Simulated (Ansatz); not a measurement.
Results of HSE06 (Ansatz, a program for electronic structure, plane waves, PAW) for skutterudite CoSb3.

Numerical settings: plane-wave cutoff 460 eV, 4×4×4 k mesh, Fermi–Dirac smearing 0.01 eV, no spin polarisation, scalar-relativistic PAW data made under PBE.

Cell (measured lattice):

```
CELL_PARAMETERS angstrom
     -4.51854     4.51854     4.51854
      4.51854    -4.51854     4.51854
      4.51854     4.51854    -4.51854
ATOMIC_POSITIONS crystal
  Co 0.00000 0.00000 0.50000
  Co 0.50000 0.50000 0.50000
  Co 0.50000 0.00000 0.00000
  Co 0.00000 0.50000 0.00000
  Sb 0.84024 0.66676 0.50700
  Sb 0.50700 0.84024 0.66676
  Sb 0.17348 0.84024 0.33324
  Sb 0.49300 0.15976 0.33324
  Sb 0.82652 0.15976 0.66676
  Sb 0.66676 0.50700 0.84024
  Sb 0.66676 0.82652 0.15976
  Sb 0.15976 0.66676 0.82652
  Sb 0.33324 0.49300 0.15976
  Sb 0.33324 0.17348 0.84024
  Sb 0.15976 0.33324 0.49300
  Sb 0.84024 0.33324 0.17348
```

Question: Give the computed band gap and smallest direct gap on the k points sampled.

Answer: 
- band gap = 0.78 eV (on the SCF k mesh)
- smallest direct gap on the k points sampled = 0.84 eV

Measured, for comparison: band gap 0.63 eV (temperature not stated, no zero-point or thermal correction; as tabulated in Kim et al. (2020), doi:10.1038/s41597-020-00723-8).

Note: cell and atoms aren't relaxed at this level (largest force component 0.23 eV/Å, pressure -1.1 GPa).

Spin–orbit coupling is not included; with these elements it can move the gap by several tenths of an eV or more.

Cost on a shared machine: around 40 core-minutes (rough).
